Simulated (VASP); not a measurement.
Runs of VASP 6.6.1 on TePb. The structure is cubic, space group Fm-3m (No. 225). Conventional cell: a = 6.440 Å, b = 6.440 Å, c = 6.440 Å, α = 90.00°, β = 90.00°, γ = 90.00°. Pb (site symmetry m-3m) has 6 Te at 3.22 Å as nearest neighbours. Te (site symmetry m-3m) is surrounded by 6 Pb at 3.22 Å. The cell was built by a generator and needn't be a form met in nature.

```tsv
task	level	potentials or basis	cell	cutoff (eV)	gap on the mesh (eV)	pressure (GPa)	relaxed volume (Å³/atom)
relaxation of cell and atoms	PBE	VASP PAW PBE potentials, release 64 (Pb_d, Te)	relaxed	600	0.83	0.0	(a)
single point	PBE	VASP PAW PBE potentials, release 64 (Pb_d, Te)	Fm-3m, 35.44 Å³/atom	520	0.83	0.0	-
single point	LDA	VASP PAW LDA potentials, release 64 (Pb_d, Te)	Fm-3m, 32.48 Å³/atom	520	0.55	0.0	-
relaxation of cell and atoms	LDA	VASP PAW LDA potentials, release 64 (Pb_d, Te)	relaxed	600	0.56	0.0	32.55
```

Alike in all rows: no spin polarisation; k mesh 10 × 10 × 10; smearing gaussian 0.01 eV.

Question: Estimate the missing entries.

Answer: (a) 35.41.

Caveats: spin-orbit coupling is left out, which as a rule narrows the gap of such compounds by several tenths of an eV.

A k mesh can miss the band edges, and the runs leave out spin-orbit coupling on Pb, Te.
